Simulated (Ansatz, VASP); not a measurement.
# ZnO (zincite): VASP beside Ansatz

```
Zn O
1.0
     3.23006    0.00000    0.00000
    -1.61503    2.79731    0.00000
     0.00000    0.00000    5.21411
Zn O
2 2
Direct
  0.33333 0.66667 0.50003
  0.66667 0.33333 0.00003
  0.66667 0.33333 0.37898
  0.33333 0.66667 0.87898
```

Alike in both runs: task single point; functional r2SCAN; k mesh 9 × 9 × 6; occupations gaussian, width 0.02 eV; no spin polarisation.

|  | VASP | Ansatz |
| --- | --- | --- |
| version | VASP 6.6.1 | Ansatz 0.2.0 |
| potentials or method | VASP PAW PBE potentials, release 64 (Zn, O) | scalar-relativistic, plane waves, PAW |
| plane-wave cutoff (eV) | 520 | 500 |
| valence electrons in the cell | 36 | 36 |

|  | VASP | Ansatz | Ansatz less VASP |
| --- | --- | --- | --- |
| gap on the k mesh at the Fermi level (eV) | 1.24 | 1.24 | +0.003 |
| least direct gap on the mesh (eV) | 1.24 | 1.24 | +0.003 |
| pressure (GPa) | 1.4 | 0.4 | -1.02 |
| largest component of the traceless stress (GPa) | 0.05 | 0.11 | +0.064 |
| rms of the force components (eV/Å) | 0.008 | 0.003 | -0.0057 |

Atom by atom the forces differ by 0.006 eV/Å (rms over components).

Caveats: the PAW data sets were made with another functional, which shifts forces and pressure a little (VASP).
